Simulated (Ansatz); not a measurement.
# BN: the cost of one run

Computed with Ansatz 0.2.0 (DFT PBE, scalar-relativistic, unless a step's input says otherwise).

## 1. The system as given

It takes space group F-43m (No. 216, cubic). The conventional cell has a = 3.615 Å, b = 3.615 Å, c = 3.615 Å, α = 90.00°, β = 90.00°, γ = 90.00°. Around B (site symmetry -43m) lie 4 N at 1.57 Å. N (site symmetry -43m) is surrounded by 4 B at 1.57 Å.

As a file:

```
B N
1.0
     0.00000    1.80750    1.80750
     1.80750    0.00000    1.80750
     1.80750    1.80750    0.00000
B N
1 1
Direct
  0.00000 0.00000 0.00000
  0.75000 0.75000 0.75000
```

Atoms are numbered in the order of the input: B1, N2.

## 2. The deformed structure

Space group F-43m before, I-4m2 after.

## 3. All-electron LAPW

input.yaml

```yaml
crystal:
  lattice:
    - [0.0, 1.8075, 1.77135]
    - [1.8075, 0.0, 1.77135]
    - [1.8075, 1.8075, 0.0]
  atoms:
    - { symbol: B, position: [0.0, 0.0, 0.0] }
    - { symbol: "N", position: [0.75, 0.75, 0.75] }
kpoints:
  mp_grid: { grid: [13, 13, 13] }
  band_path:
    path:
      - [0.0, 0.0, 0.0]
      - [0.0, 0.5, 0.5]
      - [0.25, 0.75, 0.5]
      - [0.0, 0.5, 0.0]
      - [0.0, 0.0, 0.0]
      - [0.5, 0.5, 0.0]
      - [0.3801541025, 0.6198458975, 0.0]
      - [-0.3801541025, 0.3801541025, 0.0]
      - [0.0, 0.0, 0.0]
    npoints: 5
scf:
  occupations: { method: fermi_dirac, width: 0.03 }
hamiltonian:
  xc: pbe
  pseudopotentials: { kind: all_electron, lapw: { basis_error: 0.001 } }
output:
  forces: true
  stress: true
  eigenvalues: true
```

Launch:

```sh
> ansatz run input.yaml --threads 1 --pin off --max-ram 3072MiB --backend cpu --events-out ev --progress --plain --runs-dir out
```

Q: Estimate wall time and peak memory on 1 thread of Intel Xeon Platinum 8488C (Sapphire Rapids), shared host.

About 15 s, with a peak of 0.37 GiB.
